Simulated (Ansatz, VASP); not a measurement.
## Te2Mo: VASP beside Ansatz

```xyz
3
Lattice="3.5602 0.0000 0.0000 -1.7801 3.0833 0.0000 0.0000 0.0000 17.5241" Properties=species:S:1:pos:R:3 pbc="T T T"
Te    0.0000    2.0555   15.7341
Te    0.0000    2.0555    1.7900
Mo    0.0000    0.0000    0.0000
```

Alike in both runs: task single point; functional PBE; k mesh 9 × 9 × 2; occupations gaussian, width 0.05 eV; no spin polarisation.

|  | VASP | Ansatz |
| --- | --- | --- |
| version | VASP 6.6.1 | Ansatz 0.2.0 |
| potentials or method | VASP PAW PBE potentials, release 64 (Te, Mo_sv) | scalar-relativistic, plane waves, PAW |
| plane-wave cutoff (eV) | 520 | 500 |
| valence electrons in the cell | 26 | 46 |

Ansatz gave:

```
gap on the k mesh at the Fermi level (eV) : 1.05
rms of the force components (eV/Å)        : 0.102
```

Question: Which values does VASP return?

Answer: gap on the k mesh at the Fermi level (eV): 1.05; rms of the force components (eV/Å): 0.109.

Atom by atom the forces differ by 0.007 eV/Å (rms over components). The two sets of potentials don't hold the same shells in valence.

Caveats: spin-orbit coupling is left out, which moves the levels of the heavy elements.
